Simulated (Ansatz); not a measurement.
Input for Ansatz (plane-wave DFT, PAW):

```yaml
crystal:
  lattice:
    - [2.6824015962, 0.0, 0.0]
    - [-1.3412007981, 2.3230279255, 0.0]
    - [0.0, 0.0, 4.3380718907]
  atoms:
    - { symbol: Rh, position: [0.6666666667, 0.3333333333, 0.75] }
    - { symbol: Rh, position: [0.3333333333, 0.6666666667, 0.25] }
basis:
  ecutwfc: 420
kpoints:
  mp_grid: { grid: [18, 18, 10] }
hamiltonian:
  xc: pbesol
scf:
  occupations: { method: gaussian, width: 0.1 }
output:
  forces: true
  stress: true
  eigenvalues: true
  write_density: true
  write_potential: true
  elf: true
  volumetric_format: npy
relax:
  adjacent_minimum: "off"
  f_tol: 0.005
  max_steps: 80
  cell: { stress_tol: 0.05 }
```

Run as
```bash
ansatz run input.yaml --threads 1 --pin off --max-ram 2560MiB --backend cpu --events-out ev --progress --plain --runs-dir out
```

Method: DFT PBEsol, scalar-relativistic, plane waves, PAW in Ansatz.

Abridged output (final results; tables in files aren't shown):

```
SCF 5 converged in 8 iterations: F = -12677.419789 eV  dr2 = 8.93e-19
SCF converged after 8 iterations
Free energy (F): -12677.419789 eV
Harris-Foulkes:  -12677.419789 eV  (|F-HF|=0.00e0)
Internal energy: -12677.404263 eV  (E = F + TS)
E sigma→0 (E₀):  -12677.412026 eV
Entropy (-TS):   -0.015526 eV (-7.763 meV/atom)
Fermi energy:    22.772775 eV
--- Per-component energies (eV) ---
  E_band       = -162.223912
  E_kinetic    = 1147.425355
  E_local      = -3092.746626  (includes V_loc(G=0)·N_el)
  E_nonlocal   = 712.725689
  E_hartree    = 1085.032453
  E_xc         = -441.592621
  E_vxc        = -556.423951  (∫ρ·V_xc dr)
  E_paw        = -7047.666726  (= ΣΔE_a)
  E_vpaw       = -543.270890  (= ΣTr[D̂ρ^β])
  E_aug_tail   = 0.001604  (compensation charges beyond the density's cutoff)
  E_ewald      = -5041.135790
  E_core_change = 0.552399  (= ΣΔE_core)
  E_smearing   = -0.015526  (= −TS)
--- Forces (eV/Å), atoms counted from 1 ---
  atom   1  Rh     0.00000000     0.00000000     0.00000000
  atom   2  Rh     0.00000000     0.00000000     0.00000000
--- Stress (GPa, compression-positive) ---
        0.002152       0.000000       0.000000
        0.000000       0.002152       0.000000
        0.000000       0.000000      -0.006126
  P = ⅓ Tr σ = -0.0006 GPa (-0.006 kbar)
--- Band table (eV; the first three rows and the last of 222) ---
  k-point 0: bands = ["-56.1802", "-56.0516", "-24.4639", "-23.7595", "-23.7595", "-23.6604", "-23.6436", "-23.6436", "14.4987", "16.3724", "19.5954", "19.6330", "19.6330", "20.1842", "20.1842", "20.7593", "20.7593", "22.8996", "22.8996", "23.4262", "31.5399"]
  k-point 1: bands = ["-56.1771", "-56.0548", "-24.4450", "-23.7567", "-23.7567", "-23.6808", "-23.6464", "-23.6464", "14.6039", "16.4020", "19.5519", "19.5818", "19.5818", "20.1330", "20.1330", "20.8820", "20.8820", "22.8967", "22.8967", "23.0326", "32.0570"]
  k-point 2: bands = ["-56.1680", "-56.0640", "-24.3897", "-23.7485", "-23.7485", "-23.7398", "-23.6547", "-23.6547", "14.9087", "16.4793", "19.4369", "19.4886", "19.4886", "19.9978", "19.9978", "21.1824", "21.1824", "22.0976", "22.8692", "22.8692", "33.3610"]
  k-point 221: bands = ["-56.0308", "-56.0308", "-24.2780", "-24.2780", "-24.0964", "-24.0964", "-23.7957", "-23.7957", "17.7571", "17.7571", "18.3167", "18.3167", "19.5233", "19.5233", "20.8493", "20.8493", "22.9633", "22.9633", "30.2992", "30.2992", "32.4288"]
--- Relaxed structure (4 steps of the walk, 4 accepted, 1 SCFs on fresh bases) ---
  F+E_penalty+E_count = -12677.41978933 eV   max|allowed force component| = 1.156e-16 eV/Å   (the final SCF, on the basis selected at the relaxed cell)
  cell:  # Å, volume = 27.1030 Å³
    - [2.68873608, 0.0, 0.0]
    - [-1.34436804, 2.32851375, 0.0]
    - [0.0, 0.0, 4.32902024]
  atoms:
    - { symbol: Rh, position: [0.66666666, 0.33333333, 0.75] }
    - { symbol: Rh, position: [0.33333333, 0.66666666, 0.25] }
```

The relaxation met its thresholds.

The run took 31 s on 1 thread of Arm Neoverse V2, on a shared host, peak memory 0.38 GiB.